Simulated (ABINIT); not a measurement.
Runs of ABINIT 10.8.3 (patched build) on ZrS2. The structure is trigonal, space group P-3m1 (No. 164). The conventional cell has a = 3.691 Å, b = 3.691 Å, c = 6.041 Å, α = 90.00°, β = 90.00°, γ = 120.00°. Zr (site symmetry -3m) has 6 S at 2.57 Å as nearest neighbours. S (site symmetry 3m) has 3 Zr at 2.57 Å as nearest neighbours. The cell is a database's computed one.

```csv
task,level,potentials or basis,k mesh,cutoff (eV),fine-grid cutoff,gap on the mesh (eV),pressure (GPa),largest force (eV/Å)
single point,PBE,JTH PAW PBE v2.0,5 × 5 × 3,544,1088.46 eV,1.15,0.5,0.02
band structure,RPBE,JTH PAW PBE v2.0,8 × 8 × 5,544,1088.46 eV,1.11,2.4,0.11
band structure,BLYP,JTH PAW PBE v2.0,8 × 8 × 5,544,1088.46 eV,1.09,4.1,0.27
band structure,revPBE,JTH PAW PBE v2.0,8 × 8 × 5,544,1088.46 eV,(d),(b),0.08
single point,LDA,JTH PAW LDA v2.0,6 × 6 × 4,544,1088.46 eV,(a),-4.6,0.32
band structure,LDA-PZ,JTH PAW LDA v2.0,8 × 8 × 5,544,1088.46 eV,0.93,-4.6,0.30
band structure,PW91,JTH PAW PBE v2.0,8 × 8 × 5,544,1088.46 eV,1.05,0.2,0.02
single point,r2SCAN,JTH PAW PBE v2.0,6 × 6 × 4,653,1251.72 eV,(c),0.0,0.05
single point,PBE,JTH PAW PBE v2.0,6 × 6 × 4,544,1088.46 eV,1.07,0.4,0.02
band structure,HCTH407,JTH PAW PBE v2.0,8 × 8 × 5,544,1088.46 eV,1.20,1.1,0.34
```

Alike in all rows: no spin polarisation; cell as given; smearing fermi-dirac 0.05 eV.

Q: Fill in the values left out.

A: (a) 0.95; (b) 1.9; (c) 1.38; (d) 1.10.

Caveats: this functional lacks dispersion, which binds the layers, so the pressure and a relaxed spacing across them are unreliable (some runs); the PAW data sets were made with another functional, which shifts forces and pressure a little (some runs); an odd mesh through Γ misses points on the zone boundary, where band edges often lie (some runs).

A k mesh can miss the band edges, and the runs leave out spin-orbit coupling on Zr.
